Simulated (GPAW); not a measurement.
Here is a GPAW 26.7.0 calculation.

File run.py:

```python
from ase.dft.bandgap import bandgap
from ase.io import read, write
from ase.units import GPa
from gpaw import GPAW, PW

atoms = read('POSCAR')

calc = GPAW(mode=PW(450),
            xc='PBE',
            kpts={'size': (6, 6, 6), 'gamma': True},
            occupations={'name': 'fermi-dirac', 'width': 0.05},
            nbands=25,
            maxiter=120,
            txt='gpaw.txt')
atoms.calc = calc
energy = atoms.get_potential_energy()
forces = atoms.get_forces()
stress = atoms.get_stress()
calc.write('gs.gpw')
write('result.traj', atoms)
print(f'Energy: {energy:.6f} eV')
print('Forces (eV/A):')
print(forces.round(4))
print('Stress (GPa):', (stress / GPa).round(3))
print('Fermi level:', round(calc.get_fermi_level(), 4), 'eV')
print(f'Gap: {bandgap(calc)[0]:.4f} eV, direct: {bandgap(calc, direct=True)[0]:.4f} eV')
```

File POSCAR:

```
Sb
1.0
    2.1542000000      1.2437279499      3.7580000000
   -2.1542000000      1.2437279499      3.7580000000
    0.0000000000     -2.4874558998      3.7580000000
Sb
2
Direct
    0.7665100000      0.7665100000      0.7665100000
    0.2334900000      0.2334900000      0.2334900000
```

Potentials or basis: GPAW PAW data sets (gpaw-data 1.2.1), pw.

Launch:

```bash
$ OMP_NUM_THREADS=1 python run.py
```

Problem. What does it give for the band gap on the k mesh?

Solution. None (metal or under the smearing width).

Problem. Predict the pressure.

Solution. 0.9 GPa.

Forces on the atoms (eV/Å):
```
Sb   0.000  0.000 -0.056
Sb   0.000  0.000  0.056
```

Caveat: the cutoff is short for stress and forces, so pressures can be off by a GPa or more. Spin-orbit coupling is left out, which matters for the levels of Sb.
